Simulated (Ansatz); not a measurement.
Start from ZnTe in the zinc blende structure (space group F-43m, No. 216; a = 6.1134 Å). Axes: x, y, z lie along the cube axes.

All numbers come from Ansatz (a first-principles code), r2SCAN, PAW, cutoff 500 eV, without spin-orbit coupling.

The change: uniaxial strain ε_yy = +1.59 %, all other strain components held at zero; the atoms relax in the strained cell.

Question: Predict the stress tensor and what it implies for the stiffness.

Answer: Stress of the strained cell less that of the base (GPa, compression positive):
```
  -0.58    0.00    0.00
   0.00   -1.12    0.00
   0.00    0.00   -0.58
```

Then −Δσ_ii/ε with ε = 0.0159 gives secant stiffness values (nonlinear terms included at this strain): C22 ≈ 70 GPa, C12 ≈ 37 GPa and C23 ≈ 37 GPa.

Whether these cells are dynamically stable was not tested.
